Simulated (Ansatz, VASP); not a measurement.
# Two plane-wave programs on C

Contents of INCAR:

```
PREC     = Accurate       # precision mode
ENCUT    = 520            # plane-wave cutoff, eV
EDIFF    = 1E-6           # SCF threshold, eV
ISMEAR   = 0              # smearing method
SIGMA    = 0.05           # smearing width, eV
LREAL    = F              # projectors in reciprocal space
LASPH    = T              # aspherical terms in the spheres
NELM     = 100            # most SCF steps
ALGO     = Normal         # electronic algorithm
ISIF     = 2              # what is computed and relaxed
LWAVE    = F              # write WAVECAR
LCHARG   = T              # write CHGCAR
LELF     = T              # ELF
LVHAR    = T            
NBANDS   = 11             # bands
```

The input KPOINTS:

```
Automatic mesh
0
Gamma
  12 12 12
```

File POSCAR:

```
C
1.0
    1.2587270051      0.7267263753      3.5143613814
   -1.2587270051      0.7267263753      3.5143613814
    0.0000000000     -1.4534527505      3.5143613814
C
2
Direct
    0.1640000000      0.1640000000      0.1640000000
    0.8360000000      0.8360000000      0.8360000000
```

Input for Ansatz:

```yaml
crystal:
  lattice:
    - [1.2587270051, 0.7267263753, 3.5143613814]
    - [-1.2587270051, 0.7267263753, 3.5143613814]
    - [0.0, -1.4534527505, 3.5143613814]
  atoms:
    - { symbol: C, position: [0.164, 0.164, 0.164] }
    - { symbol: C, position: [0.836, 0.836, 0.836] }
basis:
  ecutwfc: 420
kpoints:
  mp_grid: { grid: [12, 12, 12] }
hamiltonian:
  xc: lda
scf:
  occupations: { method: gaussian, width: 0.05 }
output:
  forces: true
  stress: true
  eigenvalues: true
```

Change from the starting cell: strain +0.025 along x and y, +0.050 along z, atoms carried along.

Alike in both runs: task single point; functional LDA; k mesh 12 × 12 × 12; occupations gaussian, width 0.05 eV; no spin polarisation.

|  | VASP | Ansatz |
| --- | --- | --- |
| version | VASP 6.6.1 | Ansatz 0.2.0 |
| potentials or method | VASP PAW LDA potentials, release 64 (C) | scalar-relativistic, plane waves, PAW |
| plane-wave cutoff (eV) | 520 | 420 |
| valence electrons in the cell | 8 | 8 |

|  | VASP | Ansatz | Ansatz less VASP |
| --- | --- | --- | --- |
| gap on the k mesh at the Fermi level (eV) | 0.61 | 0.60 | -0.001 |
| least direct gap on the mesh (eV) | 0.61 | 0.60 | -0.001 |
| pressure (GPa) | -21.0 | -21.7 | -0.69 |
| largest component of the traceless stress (GPa) | 19.16 | 19.97 | +0.812 |
| rms of the force components (eV/Å) | 0.550 | 0.553 | +0.0033 |

Atom by atom the forces differ by 0.003 eV/Å (rms over components).

Caveats: so large a pressure means that the cell lies far from this level's equilibrium, or that cutoff or potentials fall short (VASP).
